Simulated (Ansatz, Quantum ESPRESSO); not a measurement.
# HfN: programs and potentials compared

```xyz
2
Lattice="2.8250 0.0000 0.0000 0.0000 2.8250 0.0000 0.0000 0.0000 2.8250" Properties=species:S:1:pos:R:3 pbc="T T T"
Hf    1.4125    1.4125    1.4125
N     0.0000    0.0000    0.0000
```

The cell comes from a database or a generator and needn't be the stable form of this composition.

Alike in all runs: task band structure; functional PBE; k mesh 9 × 9 × 9; occupations fermi-dirac, width 0.05 eV; no spin polarisation; no spin-orbit coupling. Pressure is positive in compression and, in plane waves, holds the error of the finite cutoff, which Ansatz's Pulay term estimates and takes out.

```json
{"program and potentials": "Quantum ESPRESSO, SPMS 1.0 PBE", "plane-wave cutoff (eV)": "1197", "notes": "8.5 valence electrons an atom on average", "pressure (GPa)": "-0.42"}
{"program and potentials": "Quantum ESPRESSO, Ansatz NC SR PBE", "plane-wave cutoff (eV)": "1238", "notes": "15.5 valence electrons an atom on average", "pressure (GPa)": "0.31"}
{"program and potentials": "Quantum ESPRESSO, SSSP 1.3 efficiency PBE", "plane-wave cutoff (eV)": "816", "notes": "8.5 valence electrons an atom on average", "pressure (GPa)": "-0.49"}
{"program and potentials": "Ansatz, Ansatz NC", "plane-wave cutoff (eV)": "1240", "notes": "15.5 valence electrons an atom on average", "pressure (GPa)": "0.32"}
{"program and potentials": "Quantum ESPRESSO, SG15 PBE 1.2", "plane-wave cutoff (eV)": "1197", "notes": "15.5 valence electrons an atom on average", "pressure (GPa)": "0.48"}
{"program and potentials": "Quantum ESPRESSO, GBRV 1.5 PBE", "plane-wave cutoff (eV)": "612", "notes": "8.5 valence electrons an atom on average", "pressure (GPa)": "-1.23"}
{"program and potentials": "Quantum ESPRESSO, PseudoDojo 0.5 SR PBE stringent", "plane-wave cutoff (eV)": "1796", "notes": "15.5 valence electrons an atom on average", "pressure (GPa)": "-0.10"}
{"program and potentials": "Quantum ESPRESSO, PseudoDojo 0.5 SR PBE standard", "plane-wave cutoff (eV)": "1143", "notes": "8.5 valence electrons an atom on average", "pressure (GPa)": "-0.40"}
{"program and potentials": "Quantum ESPRESSO, JTH 2.0 PBE", "plane-wave cutoff (eV)": "680", "notes": "8.5 valence electrons an atom on average", "pressure (GPa)": "-2.27"}
```

The pressure spans -2.27 (Quantum ESPRESSO, JTH 2.0 PBE) to 0.48 GPa (Quantum ESPRESSO, SG15 PBE 1.2).

The functional is the same throughout but for its coding, so the spread measures potentials, basis and numerics; runs on potential files found faulty are left out.
